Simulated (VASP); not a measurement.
Runs of VASP 6.6.1 on LiCl. It takes space group Fm-3m (No. 225, cubic). The conventional cell has a = 5.084 Å, b = 5.084 Å, c = 5.084 Å, α = 90.00°, β = 90.00°, γ = 90.00°. Li (site symmetry m-3m) is surrounded by 6 Cl at 2.54 Å. Cl (site symmetry m-3m) has 6 Li at 2.54 Å as nearest neighbours. The cell is a database's computed one.

```csv
task,level,potentials or basis,cell,k mesh,cutoff (eV),mesh quality,gap on the mesh (eV),pressure (GPa),relaxed volume (Å³/atom)
relaxation of cell and atoms,PBE+D3(BJ),"VASP PAW PBE potentials, release 64 (Li_sv, Cl)",relaxed,8 × 8 × 8,600,not flagged,6.68,0.0,15.94
relaxation of cell and atoms,LDA,"VASP PAW LDA potentials, release 64 (Li_sv, Cl)",relaxed,8 × 8 × 8,600,not flagged,6.52,0.0,15.26
relaxation of cell and atoms,PBEsol,"VASP PAW PBE potentials, release 64 (Li, Cl)",relaxed,8 × 8 × 8,580,not flagged,(d),0.0,16.31
relaxation of cell and atoms,PBEsol,"VASP PAW PBE potentials, release 64 (Li_sv, Cl)",relaxed,4 × 4 × 4,600,coarse,6.35,0.0,(b)
relaxation of cell and atoms,PBE,"VASP PAW PBE potentials, release 64 (Li_sv, Cl)",relaxed,8 × 8 × 8,600,not flagged,6.29,0.0,17.03
relaxation of cell and atoms,RPBE,"VASP PAW PBE potentials, release 64 (Li_sv, Cl)",relaxed,8 × 8 × 8,600,not flagged,6.23,0.0,(c)
single point,PBEsol,"VASP PAW PBE potentials, release 64 (Li_sv, Cl)",as given,8 × 8 × 8,520,not flagged,6.29,-,-
relaxation of cell and atoms,PBEsol,"VASP PAW PBE potentials, release 64 (Li_sv, Cl)",relaxed,8 × 8 × 8,600,not flagged,6.38,0.0,(a)
```

Alike in all rows: no spin polarisation; smearing gaussian 0.02 eV.

Fill in the values left out.

(a) 16.19; (b) 16.26; (c) 18.09; (d) 6.33.

Caveats: some runs use coarse meshes; the cutoff is under 1.25 times the usual one of these potentials, so pressure, stress and relaxed cells hold a basis-set (Pulay) error (some runs); the PAW data sets were made with another functional, which shifts forces and pressure a little (some runs).

A k mesh can miss the band edges.

The runs don't all hold the same shells in valence.
